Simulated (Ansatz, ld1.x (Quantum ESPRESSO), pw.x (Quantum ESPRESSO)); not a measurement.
**What a changed setting does to a pw.x run (bcc Sr)**

Potential: norm-conserving Troullier–Martins (Kleinman–Bylander form), ld1.x (Quantum ESPRESSO) 7.5, PBE; core [Kr], reference 4d0 5s1.5 5p0; waves: 5s (bound): rc 3.75 bohr; 4d (bound, empty): rc 2.05 bohr; 5p (bound, empty): rc 4.20 bohr; local part: the p channel; core correction: none.

The reference run (k-mesh 10³, cutoffs 35/140 Ry, Fermi–Dirac 0.01 Ry, mixing_beta 0.4, conv_thr 1e-9, no spin) gives -0.13 GPa at 54.586 Å³/atom, where all-electron LAPW gives 0.01 GPa. This run, with its own iteration cap, changes mixing_beta to 0.2.

```
&control
  calculation='scf', prefix='x', pseudo_dir='./', outdir='./tmp', tstress=.true., disk_io='none'
/
&system
  ibrav=0, nat=1, ntyp=1, ecutwfc=35, ecutrho=140, nbnd=8,
  occupations='smearing', smearing='fd', degauss=0.01
/
&electrons
  conv_thr=1e-09, mixing_beta=0.2, electron_maxstep=60
/
ATOMIC_SPECIES
Sr 1.0 Sr.UPF
CELL_PARAMETERS angstrom
  -2.38968373 2.38968373 2.38968373
  2.38968373 -2.38968373 2.38968373
  2.38968373 2.38968373 -2.38968373
ATOMIC_POSITIONS crystal
Sr 0.0000 0.0000 0.0000
K_POINTS automatic
10 10 10 0 0 0
```

```bash
pw.x < Sr.scf.in > Sr.scf.out
```

How does the run end?

It converges in 9 iterations; the free energy moves by +0.0 meV/atom and the pressure by +0.00 GPa. The result is that of the reference run.

```
Message from routine setup:
     using ibrav=0 with symmetry is DISCOURAGED, use correct ibrav instead
     lattice parameter (alat)  =       7.8217  a.u.
     unit-cell volume          =     368.3646 (a.u.)^3
     number of electrons       =         2.00
     number of Kohn-Sham states=            8
     kinetic-energy cutoff     =      35.0000  Ry
     charge density cutoff     =     140.0000  Ry
     scf convergence threshold =      1.0E-09
     Exchange-correlation= PBE
     number of k points=    47  Fermi-Dirac smearing, width (Ry)=  0.0100
     iteration #  1     ecut=    35.00 Ry     beta= 0.20
     total energy              =      -1.32551848 Ry
     estimated scf accuracy    <       0.00118590 Ry
     iteration #  2     ecut=    35.00 Ry     beta= 0.20
     total energy              =      -1.32787167 Ry
     estimated scf accuracy    <       0.00088093 Ry
     iteration #  3     ecut=    35.00 Ry     beta= 0.20
     total energy              =      -1.32822393 Ry
     estimated scf accuracy    <       0.00005412 Ry
     [... 3 iterations left out ...]
     iteration #  7     ecut=    35.00 Ry     beta= 0.20
     total energy              =      -1.32825872 Ry
     estimated scf accuracy    <       0.00000001 Ry
     iteration #  8     ecut=    35.00 Ry     beta= 0.20
     total energy              =      -1.32825873 Ry
     estimated scf accuracy    <          2.7E-09 Ry
     iteration #  9     ecut=    35.00 Ry     beta= 0.20
     the Fermi energy is     1.7311 ev
!    total energy              =      -1.32825873 Ry
     estimated scf accuracy    <          9.5E-11 Ry
     smearing contrib. (-TS)   =      -0.00609479 Ry
     The total energy is F=E-TS. E is the sum of the following terms:
     one-electron contribution =       0.94629485 Ry
     hartree contribution      =       0.00090663 Ry
     xc contribution           =      -0.65760445 Ry
     ewald contribution        =      -1.61176096 Ry
     convergence has been achieved in   9 iterations
          total   stress  (Ry/bohr**3)                   (kbar)     P=       -1.27
     Message from routine punch:
     Nothing written, as per user request (disk_io='none')
```

The run took about 5.2 s on one core of a shared host (Neoverse-V2, 96 threads, 377 GiB, load 64).
